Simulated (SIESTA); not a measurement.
Crystal: Al.

```
CELL_PARAMETERS angstrom
0.00000 2.02481 2.02481
2.02481 0.00000 2.02481
2.02481 2.02481 0.00000
ATOMIC_POSITIONS crystal
Al 0.00000 0.00000 0.00000
```

Base run:

* Program: SIESTA 5.4.2
* Functional: PBEsol
* Potentials or basis: PseudoDojo 0.4 standard (PBEsol files)
* Basis: DZP (energy shift 0.003 Ry)
* Grid cutoff: 500 Ry
* Energy shift: 0.003 Ry
* k mesh: 11 × 11 × 11
* Occupations: fermi-dirac, width 0.05 eV
* Spin: no spin polarisation

Its results: band gap on the k mesh none (metal or under the smearing width); pressure -1.9 GPa.

Q: The run is repeated on the same cell with these changes: functional from PBEsol to LDA; potentials or basis from PseudoDojo 0.4 standard (PBEsol files) to PseudoDojo 0.4 standard (LDA files). What comes out?

A: Band gap on the k mesh none (metal or under the smearing width); pressure -3.7 GPa.

Caveats: the basis of atomic orbitals isn't converged, which shifts pressures, moduli and gaps.
